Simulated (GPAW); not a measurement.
KF (Carobbiite): band structure with r2SCAN

The system is KF (Carobbiite).

```
CELL_PARAMETERS angstrom
0.00000 2.67185 2.67185
2.67185 0.00000 2.67185
2.67185 2.67185 0.00000
ATOMIC_POSITIONS crystal
K 0.00000 0.00000 0.00000
F 0.50000 0.50000 0.50000
```

```yaml
Program: GPAW 26.7.0
Task: band structure
Functional: r2SCAN
Potentials_or_basis: GPAW PAW data sets (gpaw-data 1.2.1)
Cutoff: 800 eV
Basis: pw
k_mesh: 9 × 9 × 9
Occupations: fermi-dirac, width 0.05 eV
Spin: no spin polarisation
Maxiter: 150
Band_path: GXWKGLUWLK,UX
Band_points: 80
```

```
Pressure                : -1.5 GPa
Band gap on the k mesh  : 6.83 eV, direct
Band gap along the path : 6.83 eV, direct
```

Levels at the corners of the path, in eV from the valence-band top:
| point | band 6 | band 7 | band 8 | band 9 | band 10 | band 11 |
| --- | --- | --- | --- | --- | --- | --- |
| Γ | 0.00 | 0.00 | 0.00 | 6.83 | 11.43 | 11.43 |
| X | -0.20 | -0.05 | -0.05 | 8.79 | 11.21 | 12.39 |
| W | -0.39 | -0.16 | -0.16 | 10.32 | 10.32 | 12.09 |
| K | -0.32 | -0.19 | -0.19 | 9.54 | 11.32 | 11.97 |
| Γ | 0.00 | 0.00 | 0.00 | 6.83 | 11.43 | 11.43 |
| L | -0.76 | -0.33 | -0.33 | 9.69 | 11.21 | 12.85 |
| U | -0.32 | -0.19 | -0.19 | 9.54 | 11.32 | 11.97 |
| W | -0.39 | -0.16 | -0.16 | 10.32 | 10.32 | 12.09 |
| L | -0.76 | -0.33 | -0.33 | 9.69 | 11.21 | 12.85 |
| K | -0.32 | -0.19 | -0.19 | 9.54 | 11.32 | 11.97 |
| U | -0.32 | -0.19 | -0.19 | 9.54 | 11.32 | 11.97 |
| X | -0.20 | -0.05 | -0.05 | 8.79 | 11.21 | 12.39 |

Run time: 50 s on 1 thread of AMD EPYC 9R45 96-Core Processor (Zen 5) (shared host), peak memory 0.35 GiB.

Caveat: the PAW data sets were made with another functional, which shifts forces and pressure a little. r2SCAN opens gaps a little over a GGA but as a rule still falls short of measured ones.
